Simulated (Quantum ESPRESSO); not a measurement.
BaH2:

```
CELL_PARAMETERS angstrom
4.46203 0.00000 0.00000
-2.23101 3.86423 0.00000
0.00000 0.00000 6.05529
ATOMIC_POSITIONS crystal
Ba 0.33333 0.66667 0.25000
Ba 0.66667 0.33333 0.75000
H 0.00000 0.00000 0.00000
H 0.00000 0.00000 0.50000
H 0.66667 0.33333 0.25000
H 0.33333 0.66667 0.75000
```

The cell comes from a database or a generator and needn't be the stable form of this composition.

Base run:

| Quantity | Value |
| --- | --- |
| Program | Quantum ESPRESSO 7.5 |
| Functional | LDA |
| Potentials or basis | GBRV 1.5 LDA |
| Cutoff | 612 eV |
| Density cutoff | 4898 eV |
| k mesh | 7 × 7 × 5 |
| Occupations | fermi-dirac, width 0.05 eV |
| Spin | no spin polarisation |

Its results: band gap on the k mesh 1.65 eV, indirect (least direct gap 2.53 eV); pressure -3.3 GPa.

Problem. The run is repeated on the same cell with these changes: functional from LDA to PBEsol; potentials or basis from GBRV 1.5 LDA to GBRV 1.5 PBEsol. What comes out?

Solution. Band gap on the k mesh 1.75 eV, indirect (least direct gap 2.62 eV); pressure -2.1 GPa.

Caveats: spin-orbit coupling is left out, which moves the levels of the heavy elements; the mesh misses the band edges, which the band path finds closer together.
